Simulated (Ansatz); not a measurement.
Bi:

```
CELL_PARAMETERS angstrom
-1.98143 1.98143 1.98143
1.98143 -1.98143 1.98143
1.98143 1.98143 -1.98143
ATOMIC_POSITIONS crystal
Bi 0.00000 0.00000 0.00000
```

This isn't the form of Bi at room conditions, which is rhombohedral.

```yaml
Program: Ansatz 0.2.0
Task: relaxation of cell and atoms
Functional: PBEsol
Potentials_or_basis: all-electron LAPW, scalar-relativistic
Basis_error_allowed: 0.001 eV/atom
k_mesh: 9 × 9 × 9
Occupations: fermi-dirac, width 0.05 eV
Spin: no spin polarisation
```

At the start: volume 31.12 Å³/atom.

**Question.** How do energy, volume and symmetry change on relaxing?

**Answer.** Over 4 steps the energy falls by 6.7 meV/atom and the volume is 30.07 Å³/atom (-3.4 %); space group Im-3m (No. 229, to 0.05 Å).

Step by step:
| step | energy change (eV) | largest force (eV/Å) | volume (Å³) |
| --- | --- | --- | --- |
| 1 | 0.0000 | 0.0000 | 31.12 |
| 2 | -0.0062 | 0.0000 | 29.77 |
| 3 | -0.0067 | 0.0000 | 30.07 |
| 4 | -0.0067 | 0.0000 | 30.07 |

Final structure:
```cif
data_structure
_symmetry_space_group_name_H-M 'P 1'
_symmetry_Int_Tables_number 1
_cell_length_a 3.3928
_cell_length_b 3.3928
_cell_length_c 3.3928
_cell_angle_alpha 109.471
_cell_angle_beta 109.471
_cell_angle_gamma 109.471
_cell_volume 30.07
loop_
_atom_site_label
_atom_site_type_symbol
_atom_site_fract_x
_atom_site_fract_y
_atom_site_fract_z
_atom_site_occupancy
Bi1 Bi 0.00000 0.00000 0.00000 1
```
